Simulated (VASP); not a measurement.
A run of VASP 6.6.1 is set up as follows.

The input INCAR:

```
PREC     = Accurate       # precision mode
ENCUT    = 520            # plane-wave cutoff, eV
EDIFF    = 1E-6           # SCF threshold, eV
ISMEAR   = 1              # smearing method
SIGMA    = 0.15           # smearing width, eV
LREAL    = Auto         
LASPH    = True           # aspherical terms in the spheres
NELM     = 60             # most SCF steps
ALGO     = Fast           # electronic algorithm
ISIF     = 2              # what is computed and relaxed
LWAVE    = False          # write WAVECAR
LCHARG   = True           # write CHGCAR
GGA      = PE             # functional
LELF     = True           # ELF
LVHAR    = True         
NBANDS   = 79             # bands
```

File KPOINTS:

```
regular mesh
0
Gamma
  3 3 3
```

POSCAR

```
Zn7O8
1.0
    3.3531180000      5.8077700000      0.0000000000
   -3.3531180000      5.8077700000      0.0000000000
    0.0000000000      0.0000000000      5.2293040000
Zn O
7 8
Direct
    0.1698239941      0.1693736670     -0.0113464430
    0.3299648685      0.3295142431      0.4839636403
    0.1861202450      0.6672148561     -0.0182274735
    0.3155757017      0.8278946836      0.4948167098
    0.6676653154      0.1856706466     -0.0182272823
    0.8283444205      0.3151271702      0.4948170923
    0.7814814575      0.7810308321      0.2503983322
    0.1628256801      0.1623762477      0.3730117813
    0.3367652011      0.3363151722      0.8712520825
    0.1652876490      0.6530348741      0.3639729111
    0.3099735538      0.8541813628      0.8665694326
    0.6534845879      0.1648387961      0.3639729111
    0.8546312426      0.3095236740      0.8665694326
    0.6401379934      0.6396888592      0.4051418697
    0.8502105342      0.8497614000      0.9266118397
```

Potentials or basis: VASP PAW PBE potentials, release 64 (Zn, O).

Launch:

```bash
$ cat potpaw_PBE.64/Zn/POTCAR potpaw_PBE.64/O/POTCAR > POTCAR
$ mpirun -np 1 vasp_std > vasp.out
```

**Question.** Predict the band gap on the k mesh.

**Answer.** None (metal or under the smearing width).

**Question.** What does it give for the pressure?

**Answer.** -1.3 GPa.

Forces on the atoms (eV/Å):
```
Zn   0.000  0.036 -0.012
Zn   0.000 -0.033 -0.027
Zn   0.035 -0.031 -0.073
Zn  -0.013  0.012 -0.038
Zn  -0.035 -0.031 -0.073
Zn   0.013  0.012 -0.038
Zn   0.000  0.627  0.684
O    0.000 -0.045 -0.035
O    0.000 -0.029 -0.041
O   -0.155 -0.165 -0.028
O   -0.001 -0.013 -0.080
O    0.155 -0.165 -0.028
O    0.001 -0.013 -0.080
O    0.000 -0.063 -0.083
O    0.000 -0.098 -0.048
```

Caveat: the k mesh is coarse (spacing up to 0.40 Å⁻¹), so the values aren't converged.
